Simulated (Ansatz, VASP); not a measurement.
**GaN in VASP and in Ansatz**

Contents of INCAR:

```
SYSTEM = GaN
ALGO     = Normal         ! electronic algorithm
EDIFF    = 1E-6           ! SCF threshold, eV
ENCUT    = 520            ! plane-wave cutoff, eV
GGA      = PE             ! functional
ISIF     = 2              ! what is computed and relaxed
ISMEAR   = -1             ! smearing method
LASPH    = .TRUE.         ! aspherical terms in the spheres
LCHARG   = .FALSE.        ! write CHGCAR
LREAL    = .FALSE.        ! projectors in reciprocal space
LWAVE    = .FALSE.        ! write WAVECAR
NBANDS   = 16             ! bands
NELM     = 60             ! most SCF steps
PREC     = Accurate       ! precision mode
SIGMA    = 0.02           ! smearing width, eV
```

File KPOINTS:

```
k-points
0
G
  10 10 10
  0 0 0
```

POSCAR

```
GaN
1.0
    0.0000000000      2.2489526240      2.2489526240
    2.2296116314      0.0000000000      2.2489526240
    2.2296116314      2.2489526240      0.0000000000
Ga N
1 1
Direct
    0.0000000000      0.0000000000      0.0000000000
    0.7500000000      0.7500000000      0.7500000000
```

Input for Ansatz:

```yaml
crystal:
  lattice:
    - [0.0, 2.248952624, 2.248952624]
    - [2.2296116314, 0.0, 2.248952624]
    - [2.2296116314, 2.248952624, 0.0]
  atoms:
    - { symbol: Ga, position: [0.0, 0.0, 0.0] }
    - { symbol: "N", position: [0.75, 0.75, 0.75] }
kpoints:
  mp_grid: { grid: [10, 10, 10] }
  band_path:
    path:
      - [0.0, 0.0, 0.0]
      - [-0.5, -0.5, 0.0]
      - [-0.375, -0.375, 0.25]
      - [-0.375, 0.0, 0.375]
      - [0.0, 0.0, 0.5]
      - [-0.5, -0.25, 0.25]
    npoints: 1
hamiltonian:
  xc: pbe
scf:
  occupations: { method: fermi_dirac, width: 0.02 }
  n_extra_bands: 4
output:
  forces: true
  stress: true
  eigenvalues: true
```

Change from the starting cell: uniaxial_x strain -0.9%.

Alike in both runs: task single point; functional PBE; k mesh 10 × 10 × 10; occupations fermi-dirac, width 0.02 eV; no spin polarisation.

|  | VASP | Ansatz |
| --- | --- | --- |
| version | VASP 6.6.1 | Ansatz 0.2.0 |
| potentials or method | VASP PAW PBE potentials, release 64 (Ga_d, N) | plane waves, PAW |
| plane-wave cutoff (eV) | 520 | 420 |
| valence electrons in the cell | 18 | 18 |

|  | VASP | Ansatz | Ansatz less VASP |
| --- | --- | --- | --- |
| gap on the k mesh at the Fermi level (eV) | 1.79 | 1.78 | -0.009 |
| pressure (GPa) | 8.0 | 8.0 | -0.05 |
| largest component of the traceless stress (GPa) | 0.67 | 0.67 | -0.002 |

The functional is the same, so the differences come from potentials, cutoffs and numerics.
